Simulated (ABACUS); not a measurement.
Sn in ABACUS: the effect of dispersion

The system is Sn.

```
Sn
1.0
     0.00000    3.23334    3.23334
     3.23334    0.00000    3.23334
     3.23334    3.23334    0.00000
Sn
2
Direct
  0.75000 0.75000 0.75000
  0.50000 0.50000 0.50000
```

This isn't the form of Sn at room conditions, which is tetragonal (white tin).

Alike in all runs:

| Item | Value |
| --- | --- |
| Program | ABACUS 3.10.1 |
| Task | equation of state |
| Functional | PBEsol |
| Potentials or basis | PseudoDojo NC SR 0.4.1 PBE standard |
| Cutoff | 993 eV |
| Density cutoff | 3973 eV |
| Basis | plane waves |
| k mesh | 5 × 5 × 5 |
| Occupations | fermi-dirac, width 0.05 eV |
| Spin | no spin polarisation |

```tsv
dispersion	V0 of scaled cells (Å³/atom)	B0 (GPa)
none	35.28	42
D3	?	?
D3(BJ)	34.18	45
D3(BJ)+ABC	34.26	45
```

Problem. What does the run with dispersion D3 give?

Solution. V0 of scaled cells 34.76 Å³/atom; B0 44 GPa.

Caveats: the potentials were made for another functional, which shifts forces and pressure.
